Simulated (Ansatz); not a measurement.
**Ligand exchange: C3H7Br + SiH2(CH3)(NH2) → C3H9N + SiH2(CH3)Br**

Species: C3H7Br (1-bromopropane) `CCCBr`, singlet; SiH2(CH3)(NH2), singlet; C3H9N (propylamine) `CCCN`, singlet; SiH2(CH3)Br, singlet. The partners trade Br for NH2: C–Br and Si–NH2 bonds give way to C–NH2 and Si–Br.

Shapes, held fixed at every level: PBE0-D4/def2-TZVP. Flexible molecules stand in one conformer, not always the lowest. Programs: Ansatz 0.2.0. Electronic energies: no zero-point or thermal term.

```json
{"level": "HF/def2-TZVPP", "kind": "Hartree–Fock", "ΔE (kJ/mol)": "-29.7", "less CCSD(T)/def2-TZVPP": "-6.7", "CPU time (sum over the molecules)": "–"}
{"level": "PBE-D4/def2-TZVPP", "kind": "GGA", "ΔE (kJ/mol)": "-28.7", "less CCSD(T)/def2-TZVPP": "-5.7", "CPU time (sum over the molecules)": "26 s"}
{"level": "B3LYP-D4/def2-TZVPP", "kind": "global hybrid", "ΔE (kJ/mol)": "-23.3", "less CCSD(T)/def2-TZVPP": "-0.3", "CPU time (sum over the molecules)": "45 s"}
{"level": "wB97M-V/def2-TZVPP", "kind": "range-separated hybrid", "ΔE (kJ/mol)": "-26.3", "less CCSD(T)/def2-TZVPP": "-3.3", "CPU time (sum over the molecules)": "1.8 min"}
{"level": "wB97X-V/def2-TZVPP", "kind": "range-separated hybrid", "ΔE (kJ/mol)": "-28.0", "less CCSD(T)/def2-TZVPP": "-5.0", "CPU time (sum over the molecules)": "79 s"}
{"level": "B2PLYP/def2-TZVPP", "kind": "double hybrid", "ΔE (kJ/mol)": "-22.8", "less CCSD(T)/def2-TZVPP": "+0.2", "CPU time (sum over the molecules)": "53 s"}
{"level": "MP2/def2-TZVPP", "kind": "perturbation theory", "ΔE (kJ/mol)": "-21.2", "less CCSD(T)/def2-TZVPP": "+1.8", "CPU time (sum over the molecules)": "–"}
{"level": "CCSD(T)/def2-TZVPP", "kind": "coupled cluster or CI", "ΔE (kJ/mol)": "-23.0", "less CCSD(T)/def2-TZVPP": "0.0", "CPU time (sum over the molecules)": "20 min"}
```

The highest level, CCSD(T)/def2-TZVPP, gives ΔE = -23.0 kJ/mol; the levels span -29.7 to -21.2. The column of differences is taken from that level and isn't an error. No measured value is set beside it here. Relativity is left out for Br unless named. Correlated rows may include outer-core shells of Br, which these sets cover unevenly. Times are processor times on shared x86 and Arm servers, and rough.

Every level puts the exchange downhill, so the preference for bromine on silicon and the amino group on carbon doesn't hinge on the treatment of correlation. The energy is a small balance between two bonds broken and two formed. Carbon binds nitrogen well through compact, well-matched valence orbitals, but overlaps less effectively with the larger, more diffuse orbitals of bromine. Silicon gains from a strongly polar bond to either ligand, and the sign suggests that this gain over carbon is larger for bromine than for the amino group. A simple hard–soft argument, pairing silicon with the harder nitrogen, would miss this.

Hartree–Fock gives the most exothermic value, -29.7 kJ/mol, against -23.0 kJ/mol with CCSD(T), so correlation favours the reactant pair overall. The share of exact exchange alone doesn't order the results: PBE-D4, which has none, lies close to Hartree–Fock, probably through a different balance of errors among the four bonds. The downhill energy says nothing about the barrier to direct exchange.
